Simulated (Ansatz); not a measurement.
TePb, DFT, PBEsol, all-electron LAPW, scalar-relativistic (Ansatz 0.2.0), run on 1 thread of Intel(R) Xeon(R) Platinum 8259CL CPU @ 2.50GHz (Skylake/Cascade Lake) on a shared host.

The cell is COD entry 9008696, as deposited and not checked against the literature; nothing was relaxed. The listed cell was then made from it by scaling, straining or moving an atom.

Command: `ansatz run input.yaml --threads 1 --pin off --max-ram 3072MiB --backend cpu --events-out ev --progress --plain --runs-dir out`

```yaml
crystal:
  lattice:
    - [-0.03227, 3.210865, 3.210865]
    - [3.210865, -0.03227, 3.210865]
    - [3.210865, 3.210865, -0.03227]
  atoms:
    - { symbol: Te, position: [0.5, 0.5, 0.5] }
    - { symbol: Pb, position: [0.0, 0.0, 0.0] }
kpoints:
  mp_grid: { grid: [10, 10, 10] }
  band_path:
    path:
      - [0.0, 0.0, 0.0]
      - [0.5, 0.5, 0.5]
      - [0.2525443832, 0.5, 0.7474556168]
      - [-0.2525443832, 0.2525443832, 0.5]
      - [0.0, 0.0, 0.5]
      - [0.0, 0.0, 0.0]
      - [-0.3762721916, 0.0, 0.3762721916]
      - [0.0, 0.3762721916, 0.6237278084]
      - [0.0, 0.5, 0.5]
    npoints: 5
scf:
  occupations: { method: fermi_dirac, width: 0.03 }
hamiltonian:
  xc: pbesol
  pseudopotentials: { kind: all_electron, lapw: { basis_error: 0.0005 } }
output:
  forces: true
  stress: true
  eigenvalues: true
```

**Question.** How large is the problem that the program sets up?

**Answer.** 116 irreducible k-points, 411 plane waves at Γ, 36 bands.

**Question.** Estimate the wall time and the peak memory.

**Answer.** 49 s of wall time for 7 SCF iterations, with a peak of 0.62 GiB. Times on shared machines scatter by tens of per cent.
